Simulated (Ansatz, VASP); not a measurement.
# Zr in VASP and in Ansatz

```
CELL_PARAMETERS angstrom
2.23469 0.00000 0.00000
0.00000 2.23469 0.00000
0.00000 0.00000 2.23469
ATOMIC_POSITIONS crystal
Zr 0.00000 0.00000 0.00000
```

Change from the starting cell: volume scaled by 0.45, LAPW.

Alike in both runs: task single point; functional PBE; k mesh 14 × 14 × 14; occupations fermi-dirac, width 0.1 eV; no spin polarisation.

|  | VASP | Ansatz |
| --- | --- | --- |
| version | VASP 6.6.1 | Ansatz 0.2.0 |
| potentials or method | VASP PAW PBE potentials, release 64 (Zr_sv), cutoff 520 eV | all-electron LAPW, scalar-relativistic |

|  | VASP | Ansatz | Ansatz less VASP |
| --- | --- | --- | --- |
| pressure (GPa) | 262.2 | 258.6 | -3.60 |

Ansatz ran all-electron here, so the differences hold the error of VASP's frozen core and of both bases.

Caveats: the cell as given lies far from equilibrium; so large a pressure means that the cell lies far from this level's equilibrium, or that cutoff or potentials fall short (VASP).
